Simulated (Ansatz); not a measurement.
# FeO (Wuestite) (Fm-3m) in Ansatz: notebook

The runs below take FeO (Wuestite) through band structure, elastic constants, with LDA, PBE.

Everything below comes from runs of Ansatz 0.2.0. Logs are shortened: lines on timing, memory, paths and dates and some standing lists are left out, and cuts for length are marked.

**The experiment to reproduce.**

“W\"ustite: Electric, thermodynamic and optical properties of FeO”, 2012, arxiv:1203.1201 quotes, for a bulk crystal of FeO: band gap 2.4 eV (optical).

The results are compared with them further down.

## 1. Starting point

The structure is cubic, space group Fm-3m (No. 225). Conventional cell: a = 4.311 Å, b = 4.311 Å, c = 4.311 Å, α = 90.00°, β = 90.00°, γ = 90.00°. Around Fe (site symmetry m-3m) lie 6 O at 2.16 Å. Around O (site symmetry m-3m) lie 6 Fe at 2.16 Å.

## 2. Band structure, LDA, collinear spin, ferromagnetic start

File input.yaml:

```yaml
crystal:
  lattice:
    - [0.0, 2.1554, 2.1554]
    - [2.1554, 0.0, 2.1554]
    - [2.1554, 2.1554, 0.0]
  atoms:
    - { symbol: Fe, position: [0.0, 0.0, 0.0], spin: 3.0 }
    - { symbol: O, position: [0.5, 0.5, 0.5] }
kpoints:
  mp_grid: { grid: [11, 11, 11] }
  band_path:
    path:
      - [0.0, 0.0, 0.0]
      - [0.5, 0.0, 0.5]
      - [0.5, 0.25, 0.75]
      - [0.375, 0.375, 0.75]
      - [0.0, 0.0, 0.0]
      - [0.5, 0.5, 0.5]
      - [0.625, 0.25, 0.625]
      - [0.5, 0.25, 0.75]
    npoints: 10
scf:
  occupations: { method: fermi_dirac, width: 0.05 }
hamiltonian:
  xc: lda
  pseudopotentials: { kind: all_electron, lapw: { basis_error: 0.001 } }
magnetization:
  spin_polarized: true
output:
  forces: true
  stress: true
  eigenvalues: true
```

Potentials or basis: all-electron LAPW, scalar-relativistic.

On the command line:

```sh
ansatz run input.yaml --threads 2 --pin off --max-ram 6144MiB --backend cpu --events-out ev --progress --plain --runs-dir out
```

Output:

```text
Warning: RAYON_NUM_THREADS=2 ignored (pool sized by the plan → 2); use --threads N
LAPW: plane waves up to 9.570 Å⁻¹, error target 1.0e-3 eV per atom; small_component_spin mean_spin; O in spheres of 0.981 Å, 8 of its electrons in bands, Dirac shells []; Fe in spheres of 1.175 Å, 16 of its electrons in bands, Dirac shells [] (how accurate: hamiltonian.pseudopotentials.lapw.basis_error, Limitations)
Engine: ansatz 0.2.0, x86_64-unknown-linux-gnu
Pseudopotentials: kind: all_electron
Pseudopotential: Fe, LAPW, valence charge 16, lapw/all_electron/scalar/gaussian/Fe, Koelling and Harmon's equation, gaussian nucleus
Pseudopotential: O, LAPW, valence charge 8, lapw/all_electron/scalar/gaussian/O, Koelling and Harmon's equation, gaussian nucleus
Functional definition: SPW92
  exchange = slater_x
  correlation = pw_c
Crystal: 2 atoms, lattice volume = 20.027 Å³
Basis set: ecut = 348.9286783323609 eV, 307 PW (Γ), exchange–correlation at level 2
Bands: 18, of which v1, the nominal top of the filled ones, is band 12 counted from 1 (11 counted from 0)
Symmetry: 48 space group operations
Space group: Fm-3m (ITA 225), of the structure as read, at distance tolerance 2.7e-5 Å
Magnetic group: BNS 225.116 (UNI 1618), of the structure as read, at distance tolerance 2.7e-5 Å
k-points: 56 of 1331
Non-local potential: Fe, projectors of the file, none
Non-local potential: O, projectors of the file, none
Initial density: superposition of atomic densities (chi_scale 0.1, normalization cell, long waves kept (reshape's long-wave potential 0.00 eV rms))
Starting moments: Σ|m| = 3 μB on 1 of 2 sites
Initial wavefunctions: plane waves of lowest kinetic energy (no species holds an atomic orbital)
Functional: x = slater, c = lda
iter 1 solved again at ethr=7.10e-3 eV; its pass at ethr=1.00e-1 eV (dr2=1.70e0 eV) is discarded
SCF iter   1: F=—  HF=-36609.961759 eV  |F-HF|=—  |Δ(HF+E_count)|=         —  Δρ=6.19e-2 (↑5.48e-2 ↓6.19e-2)  dr2=1.70e0  dr2_m=2.82e-1  M=4.001 μB ∫|m|=4.002 μB  β_m=0.30  ethr=7.10e-3  ⟨swp⟩=2.0  Hψ=13130  notcnv=0
Mixer restart at iter 1: flushing history
preconditioner: auto → none  [metal: Δε(μ)=0.018 eV  Ē_g=13.944 eV  σ=0.050 eV  W_gap=0.09  n_scr=8 (ndim 8)  ℏωp=31.0 eV  f_vac=0.000  D(μ)=1.37/eV (n_scr^D=14)  sad-step TF]
SCF iter   2: F=—  HF=-36609.046176 eV  |F-HF|=—  |Δ(HF+E_count)|=   9.16e-1  Δρ=3.36e-2 (↑3.36e-2 ↓3.18e-2)  dr2=3.77e-1  dr2_m=1.25e-1  M=4.000 μB ∫|m|=4.000 μB  β_m=0.47  ethr=7.09e-3  ⟨swp⟩=2.0  Hψ=5936  notcnv=0
SCF iter   3: F=—  HF=-36608.978871 eV  |F-HF|=—  |Δ(HF+E_count)|=   6.73e-2  Δρ=1.89e-2 (↑1.76e-2 ↓1.89e-2)  dr2=2.54e-1  dr2_m=1.49e-2  M=4.001 μB ∫|m|=4.003 μB  β_m=0.48  ethr=1.57e-3  ⟨swp⟩=2.0  Hψ=6041  notcnv=0
iter 4 solved again at ethr=1.00e-5 eV; its pass at ethr=1.06e-3 eV (dr2=2.41e-3 eV) is discarded
SCF iter   4: F=—  HF=-36608.883786 eV  |F-HF|=—  |Δ(HF+E_count)|=         —  Δρ=3.95e-3 (↑3.77e-3 ↓3.95e-3)  dr2=2.40e-3  dr2_m=1.78e-3  M=3.999 μB ∫|m|=4.002 μB  β_m=0.48  ethr=1.00e-5  ⟨swp⟩=2.0  Hψ=9818  notcnv=0
Mixer restart at iter 4: flushing history
the basis was enlarged: its passes take 373.1 KiB over the memory plan, 2 of 2 planned eigensolver slots
SCF iter   5: F=—  HF=-36608.885056 eV  |F-HF|=—  |Δ(HF+E_count)|=   1.27e-3  Δρ=3.16e-3 (↑3.16e-3 ↓1.22e-3)  dr2=4.59e-3  dr2_m=2.76e-4  M=4.000 μB ∫|m|=4.004 μB  β_m=0.47  ethr=1.00e-5  ⟨swp⟩=3.0  Hψ=6365  notcnv=0
SCF iter   6: F=—  HF=-36608.881969 eV  |F-HF|=—  |Δ(HF+E_count)|=   3.09e-3  Δρ=1.35e-3 (↑1.34e-3 ↓1.35e-3)  dr2=1.75e-4  dr2_m=2.63e-4  M=3.999 μB ∫|m|=4.003 μB  β_m=0.57  ethr=1.00e-5  ⟨swp⟩=2.6  Hψ=5569  notcnv=0
SCF iter   7: F=—  HF=-36608.882467 eV  |F-HF|=—  |Δ(HF+E_count)|=   4.98e-4  Δρ=2.97e-4 (↑2.03e-4 ↓2.97e-4)  dr2=3.53e-6  dr2_m=1.10e-5  M=3.999 μB ∫|m|=4.004 μB  β_m=0.76  ethr=7.29e-7  ⟨swp⟩=2.7  Hψ=5690  notcnv=0
SCF iter   8: F=—  HF=-36608.882488 eV  |F-HF|=—  |Δ(HF+E_count)|=   2.09e-5  Δρ=8.08e-5 (↑3.02e-5 ↓8.08e-5)  dr2=1.97e-6  dr2_m=1.68e-7  M=3.999 μB ∫|m|=4.004 μB  β_m=0.63  ethr=1.47e-8  ⟨swp⟩=3.0  Hψ=6055  notcnv=0
SCF iter   9: F=—  HF=-36608.882485 eV  |F-HF|=—  |Δ(HF+E_count)|=   3.73e-6  Δρ=1.34e-5 (↑7.96e-6 ↓1.34e-5)  dr2=8.42e-8  dr2_m=2.04e-9  M=3.999 μB ∫|m|=4.004 μB  β_m=0.69  ethr=8.22e-9  ⟨swp⟩=2.9  Hψ=5741  notcnv=0
SCF iter  10: F=—  HF=-36608.882485 eV  |F-HF|=—  |Δ(HF+E_count)|=   5.81e-8  Δρ=4.34e-6 (↑2.74e-6 ↓4.34e-6)  dr2=9.43e-9  dr2_m=2.44e-10  M=3.999 μB ∫|m|=4.004 μB  β_m=0.83  ethr=3.51e-10  ⟨swp⟩=2.0  Hψ=5445  notcnv=0
SCF iter  11: F=-36608.882485 eV  HF=-36608.882485 eV  |F-HF|=1.40e-9  |Δ(HF+E_count)|=   8.53e-9  Δρ=1.13e-6 (↑5.10e-7 ↓1.13e-6)  dr2=5.70e-10  dr2_m=2.52e-11  M=3.999 μB ∫|m|=4.004 μB  ethr=3.93e-11  ⟨swp⟩=2.2  Hψ=5482  notcnv=0
SCF 1 converged in 11 iterations: F = -36608.882485 eV  dr2 = 5.70e-10
NSCF: frozen V_eff on 71 k-points
SCF converged after 11 iterations
Magnetization: 3.9994 μB (13.9997 up, 10.0003 down)
Absolute magnetization: 4.0040 μB (∫|ρ↑−ρ↓|)
Spin contamination: 0.0098 ħ² per cell (⟨S²⟩ above its minimum at these occupations)
Per-site moments (μB) at R_I (Å): [(3.590035027516125, 1.1745466775112658), (0.33890610882400685, 0.9808532903707713)]
Free energy (F): -36608.882485 eV
Harris-Foulkes:  -36608.882485 eV  (|F-HF|=1.40e-9)
Internal energy: -36608.870431 eV  (E = F + TS)
E sigma→0 (E₀):  -36608.876458 eV
Entropy (-TS):   -0.012053 eV (-6.027 meV/atom)
Fermi energy:    14.244941 eV
--- Per-component energies (eV) ---
  E_band       = -1246.806961
  E_kinetic    = 37056.301433
  E_xc         = -1681.040749
  E_electrostatic = -71984.131115  (all electrons and nuclei)
  E_smearing   = -0.012053  (= −TS)
  E_closure    = 0.000000  (closes the sum)
  E_atoms      = -36591.452944  (free atoms, spherical and without spin; not in F)
  Σ components = -36608.882485   (vs F -36608.882485, Δ=0.00e0)
  Basis errors (estimates in eV, not in F): energy 3.7e-4 per atom: plane waves 3.3e-4 (1.8e-4 summed), levels above the bands 9.7e-127, relativity 4.3e-9, radial functions 3.8e-5, core shells 2.4e-8; eigenvalues (radial functions only) 5.3e-6; not estimated: angular momenta, meshes, grids; target (lapw.basis_error) 1.0e-3; muffin-tin radii O 0.981 Å, Fe 1.175 Å
--- Forces (eV/Å), atoms counted from 1 ---
  atom   1  Fe    -0.00000000     0.00000000    -0.00000000
  atom   2  O      0.00000000     0.00000000     0.00000000
  max |Σ_I F_I| component: 6.84e-30 eV/Å
--- Stress (GPa, compression-positive) ---
      -15.605776       0.000000       0.000000
        0.000000     -15.605776       0.000000
        0.000000       0.000000     -15.605776
  P = ⅓ Tr σ = -15.6058 GPa (-156.058 kbar)
--- Band table (eV; the first three rows and the last of 112) ---
  k-point 0 ↑: bands = ["-489.1076", "-74.7154", "-41.1249", "-41.1249", "-41.1249", "-6.2555", "10.3773", "10.3773", "10.3773", "10.5081", "10.5081", "10.5081", "10.7712", "10.7712", "14.3244", "29.3649", "31.1073", "31.1073"]
  k-point 1 ↑: bands = ["-489.1076", "-74.7150", "-41.1293", "-41.1254", "-41.1254", "-6.1701", "9.5132", "9.6753", "9.6753", "10.5968", "10.5968", "10.8495", "11.4850", "11.4850", "14.8970", "28.0575", "30.8345", "30.8345"]
  k-point 2 ↑: bands = ["-489.1076", "-74.7138", "-41.1412", "-41.1270", "-41.1270", "-5.9322", "8.2504", "8.9229", "8.9229", "10.7640", "10.7640", "11.0818", "12.3465", "12.3465", "16.0698", "26.0474", "29.8001", "29.8001"]
  k-point 55 ↓: bands = ["-488.7755", "-70.7326", "-37.3148", "-37.3116", "-37.2933", "-4.3178", "8.0409", "8.0932", "8.8440", "14.0368", "14.3846", "15.0110", "15.2120", "15.9444", "22.7115", "23.8690", "23.8761", "27.1918"]
```

Run time: 6.1 s. Hardware: 2 threads of AMD EPYC 9R45 (Zen 5), shared host; peak memory 0.49 GiB.

Results:

```yaml
Free_energy: -36608.8825 eV
Pressure: -15.6 GPa
Band_gap_along_the_path: none (metal or under the smearing width)
Net_moment: 4.00 μB per cell
Absolute_moment: 4.00 μB per cell
Site_moments: Fe +3.59; O +0.34 μB
```

Levels at the corners of the path, in eV from the Fermi level:
Spin up:
```
point  band 10  band 11  band 12  band 13  band 14  band 15  band 16  band 17  band 18
    Γ    -3.74    -3.74    -3.74    -3.47    -3.47     0.08    15.12    16.86    16.86
    X    -4.69    -3.07    -2.61    -2.61    -2.55     5.13     8.57    10.68    14.48
    W    -2.89    -2.89    -2.68    -2.61    -1.56     7.30     8.84     8.84    11.62
    K    -3.53    -2.75    -2.48    -2.26    -1.54     6.63     8.59     8.62    13.89
    Γ    -3.74    -3.74    -3.74    -3.47    -3.47     0.08    15.12    16.86    16.86
    L    -2.89    -2.89    -2.35    -0.19    -0.19     3.95     8.34    12.31    12.31
    U    -3.53    -2.75    -2.48    -2.26    -1.54     6.63     8.59     8.62    13.89
    W    -2.89    -2.89    -2.68    -2.61    -1.56     7.30     8.84     8.84    11.62
```
Spin down:
| point | band 7 | band 8 | band 9 | band 10 | band 11 | band 12 | band 13 | band 14 |
| --- | --- | --- | --- | --- | --- | --- | --- | --- |
| Γ | -3.25 | -3.25 | -3.25 | -0.74 | -0.74 | -0.74 | 0.01 | 0.01 |
| X | -6.87 | -4.42 | -4.42 | -2.14 | 0.56 | 0.77 | 0.77 | 1.01 |
| W | -6.09 | -6.09 | -5.57 | -0.03 | -0.03 | 0.78 | 0.91 | 1.66 |
| K | -6.49 | -6.13 | -4.87 | -0.81 | 0.59 | 0.69 | 1.16 | 1.62 |
| Γ | -3.25 | -3.25 | -3.25 | -0.74 | -0.74 | -0.74 | 0.01 | 0.01 |
| L | -8.03 | -5.20 | -5.20 | 0.41 | 0.41 | 0.62 | 2.69 | 2.69 |
| U | -6.49 | -6.13 | -4.87 | -0.81 | 0.59 | 0.69 | 1.16 | 1.62 |
| W | -6.09 | -6.09 | -5.57 | -0.03 | -0.03 | 0.78 | 0.91 | 1.66 |

Caveat: so large a pressure means that the cell lies far from this level's equilibrium, or that cutoff or potentials fall short; a cell with one magnetic atom can't hold antiferromagnetic order, which such compounds often take; semilocal functionals often make such compounds metallic where correlation or magnetic order opens a gap, which also shifts bond lengths.

## 3. Elastic constants, PBE, collinear spin, ferromagnetic start

File input.yaml:

```yaml
crystal:
  lattice:
    - [0.0, 2.1554, 2.1554]
    - [2.1554, 0.0, 2.1554]
    - [2.1554, 2.1554, 0.0]
  atoms:
    - { symbol: Fe, position: [0.0, 0.0, 0.0], spin: 3.0 }
    - { symbol: O, position: [0.5, 0.5, 0.5] }
kpoints:
  mp_grid: { grid: [8, 8, 8] }
scf:
  occupations: { method: fermi_dirac, width: 0.05 }
hamiltonian:
  xc: pbe
  pseudopotentials: { kind: all_electron, lapw: { basis_error: 0.001 } }
magnetization:
  spin_polarized: true
output:
  forces: true
  stress: true
elastic:
  mode: relaxed_ion
  stencil: two_point
```

Potentials or basis: all-electron LAPW, scalar-relativistic.

On the command line:

```sh
ansatz run input.yaml --threads 2 --pin off --max-ram 6144MiB --backend cpu --events-out ev --progress --plain --runs-dir out
```

Output:

```text
Warning: RAYON_NUM_THREADS=2 ignored (pool sized by the plan → 2); use --threads N
LAPW: plane waves up to 9.896 Å⁻¹, error target 1.0e-3 eV per atom; small_component_spin mean_spin; O in spheres of 0.950 Å, 8 of its electrons in bands, Dirac shells []; Fe in spheres of 1.141 Å, 16 of its electrons in bands, Dirac shells [] (how accurate: hamiltonian.pseudopotentials.lapw.basis_error, Limitations)
[... 4 set-up lines as earlier in the session ...]
Functional definition: PBE
  parameter kappa = 0.804
  parameter beta = 0.06672455060314922
  exchange = pbe_x(kappa = kappa, mu = beta*pi^2/3)
  correlation = pbe_c(beta = beta)
Crystal: 2 atoms, lattice volume = 20.027 Å³
Basis set: ecut = 373.1162405657013 eV, 331 PW (Γ), exchange–correlation at level 2
Bands: 18, of which v1, the nominal top of the filled ones, is band 12 counted from 1 (11 counted from 0)
[... 2 set-up lines as earlier in the session ...]
[... 124 lines left out ...]
  k-point 28 ↓: bands = ["-492.2662", "-71.0001", "-37.1747", "-37.1747", "-37.1577", "-4.2345", "8.5647", "8.5647", "9.1366", "14.6779", "14.6779", "15.4806", "15.8287", "16.5783", "23.4366", "24.4503", "24.4503", "27.4041"]
--- Elastic constants: 2 strain directions × 2 members + reference (group order 48) ---
  dense FFT box of the reference and of every strained cell: 20×20×20
  strains applied: 11, 23; error gains: componentwise 1.00 (the most a stress slope's error grows in a printed constant), spectral 1.73 (1 for all six strains in a standard setting)
  C = ∂σ_k/∂η_j (tension-positive GPa; Voigt order 11 22 33 23 13 12):
       247.946    148.961    148.961     -0.000      0.000     -0.000
       148.961    247.946    148.961     -0.000     -0.000      0.000
       148.961    148.961    247.946      0.000     -0.000     -0.000
         0.000     -0.000     -0.000     28.870     -0.000      0.000
        -0.000      0.000     -0.000     -0.000     28.870      0.000
         0.000     -0.000     -0.000     -0.000     -0.000     28.870
  reference stress σ⁰ (GPa):      0.218      0.218      0.218     -0.000      0.000     -0.000
  no Pulay correction (none for the plane-wave cutoff is built on LAPW): the batch's stresses and constants are at fixed plane waves
  C* (energy form; C + prestress term) asymmetry max|C*_kj − C*_jk| = 9.264e-17 GPa — a small one proves nothing (zero by symmetry where the batch's group is 432, −43m or m−3m); a large one is finite-difference/SCF noise where every solve meets its electron count
  moduli (Voigt/Reuss/Hill, GPa): K = 181.96/181.96/181.96   G = 37.12/34.64/35.88   E = 101.00   ν = 0.407
  mechanically stable: yes (min eigenvalue of sym C = 28.87 GPa)
  where every solve meets its electron count the energy-path curvature estimates C_jj along a normal strain and C_jj − ¼(σ⁰_aa + σ⁰_bb) along a shear (ab), closely only under elastic.basis: deformed
  strain η (Voigt 11):  stress-route row diagonal C_11 = 247.95 GPa, energy-path curvature d²(F+E_count)/dδ²/Ω₀ = 247.94 GPa
         δ    σ_11 (GPa)             F (eV)   n_scf  n_hpsi   n_pw
    -2.000e-3      -0.2837      -36681.6925896      10   77496    342   relax 0 steps, max|allowed force component| 1.00e-31 eV/Å
     2.000e-3       0.7080      -36681.6924821      10   77262    342   relax 0 steps, max|allowed force component| 1.48e-31 eV/Å
  strain η (Voigt 23):  stress-route row diagonal C_44 = 28.87 GPa, energy-path curvature d²(F+E_count)/dδ²/Ω₀ = 28.76 GPa
         δ    σ_23 (GPa)             F (eV)   n_scf  n_hpsi   n_pw
    -2.000e-3      -0.0577      -36681.6925907      10  125572    342   relax 0 steps, max|allowed force component| 1.42e-29 eV/Å
     2.000e-3       0.0577      -36681.6925907      10  125348    342   relax 0 steps, max|allowed force component| 7.89e-31 eV/Å
```

It took 25 s on 2 threads of AMD EPYC 9R45 (Zen 5), shared host; peak memory 0.59 GiB.

Results:

```yaml
Free_energy: -36681.6926 eV
Pressure: -0.2 GPa
Band_gap_on_the_k_mesh: none (metal or under the smearing width)
Net_moment: 4.00 μB per cell
Absolute_moment: 4.01 μB per cell
Site_moments: Fe +3.61; O +0.32 μB
Elastic_constants_C11_C12_C44: 248, 149, 29 GPa
Voigt_bulk_modulus: 182 GPa
```

Elastic tensor in Voigt notation (GPa, in the Cartesian axes of the cell as first typed):
```
248 149 149   0   0   0
149 248 149   0   0   0
149 149 248   0   0   0
  0   0   0  29   0   0
  0   0   0   0  29   0
  0   0   0   0   0  29
```

Caveat: the k mesh is thin for a metal, which can move the energy by tens of meV per atom; a metal's response needs a denser mesh; elastic constants of metals need much finer meshes, so these are rough; a cell with one magnetic atom can't hold antiferromagnetic order, which such compounds often take; semilocal functionals often make such compounds metallic where correlation or magnetic order opens a gap, which also shifts bond lengths.

## 4. Comparison with measurements

Step 2. A measured gap of FeO is 2.4 eV (optical; quoted in “W\"ustite: Electric, thermodynamic and optical properties of FeO”, 2012, arxiv:1203.1201); the calculated 0.00 eV misses it by -2.40 eV. So large a miss can be the level of theory's own, or it may mean another phase, state or a wrong row. The value is that of LDA, without temperature or zero-point motion. Semilocal functionals fall short of measured gaps as a rule. The run's magnetic order (collinear spin, ferromagnetic start) needn't be the measured crystal's.

Step 3. Measured gap of FeO: 2.4 eV (optical; quoted in “W\"ustite: Electric, thermodynamic and optical properties of FeO”, 2012, arxiv:1203.1201). This calculation gives 0.00 eV (-2.40 eV). So large a miss can be the level of theory's own, or it may mean another phase, state or a wrong row. The value is that of PBE on a finite k mesh, which can miss the band edges, without temperature or zero-point motion. Semilocal functionals fall short of measured gaps as a rule. The run's magnetic order (collinear spin, ferromagnetic start) needn't be the measured crystal's.
